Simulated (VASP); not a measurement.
## A VASP 6.6.1 single-point calculation on TePb

INCAR

```
LREAL = Auto
PREC = Accurate
LCHARG = .FALSE.
NBANDS = 17
ENCUT = 520
NELM = 83
IBRION = -1
GGA = PS
EDIFF = 1E-7
ISMEAR = 0
NSW = 0
LWAVE = .FALSE.
ISIF = 2
NELMDL = -12
SIGMA = 0.01
LASPH = .TRUE.
NELECT = 20.1
```

KPOINTS

```
KPOINTS created by Atomic Simulation Environment
0
Gamma
8 8 8
0 0 0
```

POSCAR

```
Pb Te
 1.0000000000000000
    -0.0000000000000000    3.2678368440065522    3.2678368440065522
     3.2678368440065522   -0.0000000000000000    3.2678368440065522
     3.2678368440065522    3.2678368440065522    0.0000000000000000
 Pb  Te
   1   1
Cartesian
  0.0000000000000000  0.0000000000000000  0.0000000000000000
  3.2678368440065522  3.2678368440065522  3.2678368440065522
```

The recommended PBE PAW datasets give the neutral cell 20 valence electrons.

Command

```
mpirun -np 1 vasp_std
```

Question: Predict the outcome of this run.

Answer: It converged. Results: pressure 0.8 GPa.

OSZICAR

```
N       E                     dE             d eps       ncg     rms          rms(c)
DAV:   1     0.150913155740E+03    0.15091E+03   -0.91019E+03   986   0.113E+03
DAV:   2     0.235519207236E+01   -0.14856E+03   -0.14394E+03  1047   0.289E+02
DAV:   3    -0.749334966380E+01   -0.98485E+01   -0.97823E+01  1257   0.821E+01
DAV:   4    -0.775242396662E+01   -0.25907E+00   -0.25895E+00  1246   0.149E+01
DAV:   5    -0.776201342750E+01   -0.95895E-02   -0.95892E-02  1403   0.255E+00
DAV:   6    -0.776226945581E+01   -0.25603E-03   -0.25603E-03  1382   0.359E-01
DAV:   7    -0.776227201154E+01   -0.25557E-05   -0.25555E-05  1398   0.400E-02
DAV:   8    -0.776227204626E+01   -0.34716E-07   -0.34279E-07  1258   0.441E-03
DAV:   9    -0.776227204671E+01   -0.45702E-09   -0.79816E-09   935   0.806E-04
DAV:  10    -0.776227204641E+01    0.30423E-09   -0.27367E-09   851   0.482E-04
DAV:  11    -0.776227204655E+01   -0.14506E-09   -0.12884E-09   706   0.333E-04
DAV:  12    -0.776227204740E+01   -0.84196E-09   -0.66072E-10   674   0.238E-04    0.388E+00
DAV:  13    -0.763333121668E+01    0.12894E+00   -0.29573E-01  1378   0.368E+00    0.232E+00
DAV:  14    -0.762785481942E+01    0.54764E-02   -0.73058E-02  1209   0.137E+00    0.932E-01
DAV:  15    -0.762799991365E+01   -0.14509E-03   -0.72823E-03  1192   0.836E-01    0.123E-01
DAV:  16    -0.762797425754E+01    0.25656E-04   -0.72024E-04  1469   0.246E-01    0.370E-02
DAV:  17    -0.762797935736E+01   -0.50998E-05   -0.57714E-05  1204   0.605E-02    0.211E-02
DAV:  18    -0.762798108028E+01   -0.17229E-05   -0.16764E-05  1311   0.313E-02    0.140E-02
DAV:  19    -0.762798120271E+01   -0.12243E-06   -0.12461E-06  1252   0.879E-03    0.974E-03
DAV:  20    -0.762798094297E+01    0.25974E-06   -0.93847E-08   799   0.235E-03    0.347E-03
DAV:  21    -0.762798099421E+01   -0.51238E-07   -0.19682E-07   757   0.412E-03
   1 F= -.76279810E+01 E0= -.76278503E+01  d E =-.261354E-03
```

Standard output (part)

```
POSCAR found type information on POSCAR PbTe
 POSCAR found :  2 types and       2 ions
|     You have a (more or less) 'small supercell' and for smaller cells       |
|     it is recommended to use the reciprocal-space projection scheme!        |
|     The real-space optimization is not efficient for small cells and it     |
|     is also less accurate ...                                               |
|     Therefore, set LREAL=.FALSE. in the INCAR file.                         |
 LDA part: xc-table for (Slater+PW92), standard interpolation
 POSCAR, INCAR and KPOINTS ok, starting setup
 WAVECAR not read
 entering main loop
 the old and the new charge density differ
    0.388E+00
```

The cell is charged and sits in a uniform background.

For comparison, a separate PBEsol run of the intended cell, on usual settings and not on those above, gives a gap of 0.74 eV on its mesh and a pressure of -1.8 GPa.
